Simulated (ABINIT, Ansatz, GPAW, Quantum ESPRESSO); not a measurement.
**MnS: 4 runs at one level of theory**

```
Mn S
1.0
     0.00000    2.47346    2.47346
     2.47346    0.00000    2.47346
     2.47346    2.47346    0.00000
Mn S
1 1
Direct
  0.00000 0.00000 0.00000
  0.75000 0.75000 0.75000
```

The cell is a database's computed one, not the measured one.

Alike in all runs: task band structure; functional PBEsol; k mesh 9 × 9 × 9; occupations fermi-dirac, width 0.05 eV; collinear spin, ferromagnetic start; no spin-orbit coupling. Pressure is positive in compression and, in plane waves, holds the error of the finite cutoff.

```csv
program and potentials,plane-wave cutoff (eV),notes,pressure (GPa),net moment per atom (μB)
"GPAW, PAW data sets generated for this functional",600,-,-2.29,0.11
"Ansatz, all-electron LAPW, scalar-relativistic",-,-,-3.00,0.12
"Quantum ESPRESSO, GBRV 1.5 PBEsol",612,-,-3.17,0.12
"ABINIT, PseudoDojo NC SR PBEsol v0.4.1 standard",1306,-,?,?
```

Task: Estimate from the other rows what the run with ABINIT, PseudoDojo NC SR PBEsol v0.4.1 standard gave.

Result: Pressure -3.13 GPa; net moment per atom 0.14 μB. The other rows, which needn't bracket it: pressure -3.17 to -2.29; net moment per atom 0.11 to 0.12.
